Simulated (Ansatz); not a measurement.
CrO2:

```
Cr O
1.0
     4.42100    0.00000    0.00000
     0.00000    4.42100    0.00000
     0.00000    0.00000    2.91700
Cr O
2 4
Cartesian
  2.2105 2.2105 1.4585
  0.0000 0.0000 0.0000
  3.5412 0.8798 1.4585
  3.0903 3.0903 0.0000
  0.8798 3.5412 1.4585
  1.3307 1.3307 0.0000
```

Base run:

```yaml
Program: Ansatz 0.2.0
Functional: PBE
Potentials_or_basis: Ansatz PAW
Cutoff: 420 eV
Density_cutoff: 1680 eV
k_mesh: 6 × 6 × 9
Occupations: fermi-dirac, width 0.05 eV
Spin: collinear spin, ferromagnetic start
Starting_moments: "[3.0, 3.0, 0.0, 0.0, 0.0, 0.0] μB"
```

Its results: band gap on the k mesh none (metal or under the smearing width); pressure 2.4 GPa; net moment 4.00 μB per cell; site moments Cr +1.72; O -0.06 μB; largest force 0.277 eV/Å.

Problem. The run is repeated on the same cell with these changes: functional from PBE to PBEsol. What comes out?

Solution. Band gap on the k mesh none (metal or under the smearing width); pressure -6.4 GPa; net moment 4.00 μB per cell; site moments Cr +1.71; O -0.06 μB; largest force 0.342 eV/Å.

PBEsol binds more tightly than PBE, so the same cell stands under less pressure.

Caveats: semilocal functionals often make such compounds metallic where correlation or magnetic order opens a gap, which also shifts bond lengths; only a ferromagnetic start was run, and an antiferromagnetic order may lie lower in energy; the PAW data sets come from PBE, with cores solved anew for the run's functional, which leaves a small shift of forces and pressure (some runs).

Not every run made on this cell is shown here.
